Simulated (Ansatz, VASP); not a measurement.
Two plane-wave programs on BAs

File INCAR:

```
SYSTEM = BAs
PREC     = Accurate       ! precision mode
ENCUT    = 520            ! plane-wave cutoff, eV
EDIFF    = 1E-8           ! SCF threshold, eV
ISMEAR   = -1             ! smearing method
SIGMA    = 0.05           ! smearing width, eV
LREAL    = .False.        ! projectors in reciprocal space
LASPH    = .True.         ! aspherical terms in the spheres
NELM     = 60             ! most SCF steps
ALGO     = Normal         ! electronic algorithm
ISIF     = 2              ! what is computed and relaxed
LWAVE    = .False.        ! write WAVECAR
LCHARG   = .False.        ! write CHGCAR
GGA      = PE             ! functional
LEFG     = .True.       
NBANDS   = 11             ! bands
```

KPOINTS

```
Automatic mesh
0
Gamma
  14 14 14
  0 0 0
```

Contents of POSCAR:

```
BAs
1.0
    0.0000000000      2.3068473379      2.3068473379
    2.3068473379      0.0000000000      2.3068473379
    2.3068473379      2.3068473379      0.0000000000
B As
1 1
Direct
    0.0000000000      0.0000000000      0.0000000000
    0.5000000000      0.5000000000      0.5000000000
```

Input for Ansatz:

```yaml
crystal:
  lattice:
    - [0.0, 2.3068473379, 2.3068473379]
    - [2.3068473379, 0.0, 2.3068473379]
    - [2.3068473379, 2.3068473379, 0.0]
  atoms:
    - { symbol: B, position: [0.0, 0.0, 0.0] }
    - { symbol: As, position: [0.5, 0.5, 0.5] }
kpoints:
  mp_grid: { grid: [14, 14, 14] }
  band_path:
    path:
      - [0.0, 0.0, 0.0]
      - [0.5, 0.0, 0.5]
      - [0.625, 0.25, 0.625]
      - [0.375, 0.375, 0.75]
      - [0.0, 0.0, 0.0]
      - [0.5, 0.5, 0.5]
      - [0.5, 0.25, 0.75]
      - [0.5, 0.0, 0.5]
    npoints: 8
scf:
  occupations: { method: fermi_dirac, width: 0.05 }
hamiltonian:
  xc: pbe
  pseudopotentials: { kind: paw }
output:
  forces: true
  stress: true
  eigenvalues: true
  efg: { contact_densities: true }
  populations: true
  bader: true
  dos: { projected: true, de: 0.2, e_range: [-14, 8] }
  write_density: true
  write_potential: true
  elf: true
  volumetric_format: npy
```

Alike in both runs: task electric field gradients; functional PBE; k mesh 14 × 14 × 14; occupations fermi-dirac, width 0.05 eV; no spin polarisation.

```csv
,VASP,Ansatz
version,VASP 6.6.1,Ansatz 0.2.0
potentials or method,"VASP PAW PBE potentials, release 64 (B, As)","PAW with Ansatz's default frozen-core files, scalar-relativistic"
plane-wave cutoff (eV),520,420
valence electrons in the cell,8,18
```

Ansatz gave:

| Quantity | Value |
| --- | --- |
| pressure (GPa) | 0.0 |
| Vzz of the field gradient on the site that differs most (V/Å²) | 0.0 |

**Question.** Which values does VASP return?

**Answer.** Pressure (GPa): 0.3; Vzz of the field gradient on the site that differs most (V/Å²): 0.0.

The two sets of potentials don't hold the same shells in valence.
